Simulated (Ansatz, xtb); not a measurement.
# Two conformers of C2H7O2+

Structure X is `OCC[OH2+]`, a singlet and structure Y is `OCC[OH2+]`, a singlet. Both are isolated ions in the gas phase, relaxed with r2SCAN-D4/def2-SVP.

X (Å):

```xyz
11

C     0.9995    1.4899   -0.1573
C    -0.0971    0.5604    0.3532
O     1.2232    0.9806   -1.4859
O     0.3220   -0.7291   -0.2389
H     2.0936    1.2241   -1.8420
H     0.6560    2.5344   -0.1800
H     1.9156    1.4066    0.4497
H    -1.0885    0.8182   -0.0463
H    -0.1187    0.4566    1.4447
H    -0.4144   -1.3304   -0.4570
H     0.8376   -0.3012   -1.1086
```

Y (Å):

```json
{"atom": "C", "x (Å)": "-0.2025", "y (Å)": "1.2423", "z (Å)": "0.0039"}
{"atom": "C", "x (Å)": "0.7144", "y (Å)": "2.2453", "z (Å)": "0.7275"}
{"atom": "O", "x (Å)": "-0.8730", "y (Å)": "2.0391", "z (Å)": "-1.0012"}
{"atom": "O", "x (Å)": "0.9119", "y (Å)": "3.3085", "z (Å)": "-0.2744"}
{"atom": "H", "x (Å)": "-1.8023", "y (Å)": "2.2284", "z (Å)": "-0.7843"}
{"atom": "H", "x (Å)": "-0.9164", "y (Å)": "0.7605", "z (Å)": "0.6852"}
{"atom": "H", "x (Å)": "0.3644", "y (Å)": "0.4687", "z (Å)": "-0.5335"}
{"atom": "H", "x (Å)": "0.2322", "y (Å)": "2.7427", "z (Å)": "1.5792"}
{"atom": "H", "x (Å)": "1.6838", "y (Å)": "1.8321", "z (Å)": "1.0328"}
{"atom": "H", "x (Å)": "1.7564", "y (Å)": "3.2420", "z (Å)": "-0.7594"}
{"atom": "H", "x (Å)": "0.0205", "y (Å)": "3.0237", "z (Å)": "-0.9104"}
```

Energies in hartree; the thermal terms are from r2SCAN-D4/def2-SVP harmonic frequencies (ideal gas, rigid rotor, one conformer each, 298.15 K, 1 atm) and include the zero-point energy:

```
                              X           Y
E, CCSD(T)/def2-SVP  −229.800774  −229.797004
    E, MP2/def2-SVP  −229.744323  −229.740432
  E, MP2/def2-TZVPP  −230.185089  −230.182289
  zero-point energy     0.096546     0.095565
       H(298 K) − E     0.102203     0.101475
       G(298 K) − E     0.069695     0.068348
```

Correct the CCSD(T) difference for the basis set by the MP2 change, then work out ΔE, ΔE₀, ΔH and ΔG for X → Y in kcal/mol (1 Eh = 627.51 kcal/mol) and the equilibrium ratio [Y]/[X].

1. Differences Y − X: CCSD(T) +0.003770, MP2 in the small set +0.003891, MP2 in the large set +0.002800 Eh.
2. ΔE = +0.003770 + (+0.002800 − (+0.003891)) = +0.002679 Eh = +1.68 kcal/mol.
3. ΔE₀ = ΔE + ΔZPE = +0.002679 + (−0.000981) Eh = +1.07 kcal/mol.
4. ΔH = ΔE + (−0.000728) Eh = +1.22 kcal/mol.
5. ΔG = ΔE + (−0.001347) Eh = +0.84 kcal/mol, so ΔS = (ΔH − ΔG)/T = +5.5 J/(mol K).
6. kT = 0.9442 mEh, so K = [Y]/[X] = exp(−ΔG/kT) = exp(−1.41) ≈ 0.24.

The two are too close for this level to say which is favoured. An error of 1 kcal/mol in ΔG would change K by a factor of 5.4. Mirror images and further conformers aren't counted.

Other levels gave ΔE = +1.9 (r2SCAN-D4/def2-SVP); +3.5 (HF/def2-SVP); +2.4 (MP2/def2-SVP); +2.4 (CCSD(T)/def2-SVP) kcal/mol. The correlated steps freeze 4 core orbitals. Programs: Ansatz 0.2.0.
